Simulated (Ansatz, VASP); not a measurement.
## One calculation of TiCo, two programs

```
Ti Co
1.0
     3.03088   -0.06518   -0.02754
    -0.06518    2.94318   -0.09099
    -0.02754   -0.09099    3.08500
Ti Co
1 1
Direct
  0.00000 0.00000 0.00000
  0.50000 0.50000 0.50000
```

Alike in both runs: task single point; functional PBE; dispersion D3(BJ); k mesh 6 × 6 × 6; occupations gaussian, width 0.1 eV; collinear spin.

|  | VASP | Ansatz |
| --- | --- | --- |
| version | VASP 6.6.1 | Ansatz 0.2.0 |
| potentials or method | VASP PAW PBE potentials, release 64 (Ti_sv, Co) | scalar-relativistic, plane waves, PAW |
| plane-wave cutoff (eV) | 520 | 420 |
| valence electrons in the cell | 21 | 29 |

Ansatz gave:

* gap on the k mesh at the Fermi level (eV): none
* pressure (GPa): -12.3
* largest component of the traceless stress (GPa): 3.92
* net moment per atom (μB): 0.28
* size of the moment on the site where the two differ most (μB): 0.70

Q: Which values does VASP return?

A: gap on the k mesh at the Fermi level (eV): none; pressure (GPa): -13.0; largest component of the traceless stress (GPa): 3.71; net moment per atom (μB): 0.23; size of the moment on the site where the two differ most (μB): 0.59.

Site moments also hang on the region over which each program counts them. A gap of «none» marks a metal or a gap that the smearing closes. The two sets of potentials don't hold the same shells in valence.

Caveats: pairwise dispersion overbinds metals, which lowers pressure and volume.
